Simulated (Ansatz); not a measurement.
**AgI: deformation potentials from a series**

```
CELL_PARAMETERS angstrom
4.58000 0.00000 0.00000
-2.29000 3.96640 0.00000
0.00000 0.00000 7.51000
ATOMIC_POSITIONS crystal
Ag 0.33333 0.66667 0.00000
Ag 0.66667 0.33333 0.50000
I 0.33333 0.66667 0.37500
I 0.66667 0.33333 0.87500
```

Atom numbers follow the list: Ag1, Ag2, I3, I4.

The cell is COD entry 1011050, as deposited and not checked against the literature; nothing was relaxed. It is an old determination, and later ones may differ.

Spin–orbit coupling is left out, though it moves levels of the heavy atoms by tenths of an eV or more.

Theory: DFT, LDA, all-electron LAPW, scalar-relativistic in Ansatz 0.2.0.

Sampling and basis: a Γ-centred 8×8×4 k mesh, Fermi–Dirac smearing of 0.02 eV, basis error target 1 meV/atom, no spin polarisation.

The cell is scaled evenly. Fractional coordinates are held (clamped ions).

Only quantities that a quadratic follows smoothly over the whole series are listed; rougher ones are left out.

```csv
ln(V/Vcell),direct gap at Γ (eV),smallest gap on mesh and path (eV)
-0.0619,1.085,1.085
-0.0202,1.080,1.080
-0.0101,1.079,1.079
0.0000,1.078,1.078
0.0100,1.078,1.078
0.0198,1.077,1.077
0.0392,1.077,1.077
0.0583,1.078,1.078
```

**Question.** Fit the series and give the slopes at zero strain.

**Answer.** Least-squares fits y = p0 + p1 x + p2 x² to the rows give direct gap at Γ (eV): p1 = -0.0581, p2 = 0.87; smallest gap on mesh and path (eV): p1 = -0.0581, p2 = 0.87. So dEg/dln V = -0.1 eV for the direct gap at Γ, the fundamental gap of this crystal. Semilocal gaps are too small, but their slopes carry over better.

**Question.** One run, at ln(V/Vcell) = -0.0408, is withheld. Predict its row.

**Answer.** The fits give 1.082, 1.082; the run gave 1.082, 1.082.
